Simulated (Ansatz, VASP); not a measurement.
NiO in VASP and in Ansatz

```
Ni O
1.0
     0.00000    2.13379   -2.13379
     0.00000    2.13379    2.13379
     4.26758    0.00000    0.00000
Ni O
2 2
Direct
  0.00000 0.00000 0.00000
  0.50000 0.50000 0.50000
  0.00000 0.00000 0.50000
  0.50000 0.50000 0.00000
```

Alike in both runs: task single point; functional PBE; k mesh 5 × 5 × 3; occupations gaussian, width 0.05 eV; collinear spin; Hubbard terms Ni d U = 6.2 eV.

|  | VASP | Ansatz |
| --- | --- | --- |
| version | VASP 6.6.1 | Ansatz 0.2.0 |
| potentials or method | VASP PAW PBE potentials, release 64 (Ni, O) | scalar-relativistic, plane waves, PAW |
| plane-wave cutoff (eV) | 520 | 420 |
| valence electrons in the cell | 32 | 48 |

|  | VASP | Ansatz | Ansatz less VASP |
| --- | --- | --- | --- |
| gap on the k mesh at the Fermi level (eV) | 2.62 | 2.23 | -0.390 |
| least direct gap on the mesh (eV) | 3.41 | 3.15 | -0.262 |
| pressure (GPa) | -8.0 | 0.2 | +8.21 |
| net moment per atom (μB) | 0.00 | 0.00 | 0.000 |
| size of the moment on the site where the two differ most (μB) | 1.84 | 1.74 | -0.096 |

Site moments also hang on the region over which each program counts them. The programs project onto different local orbitals, so the same U acts differently. The two sets of potentials don't hold the same shells in valence.

Caveats: the k mesh is coarse (spacing up to 0.49 Å⁻¹), so the values aren't converged; an odd mesh through Γ misses points on the zone boundary, where band edges often lie. The state reached can hang on the start; a lower one may exist.
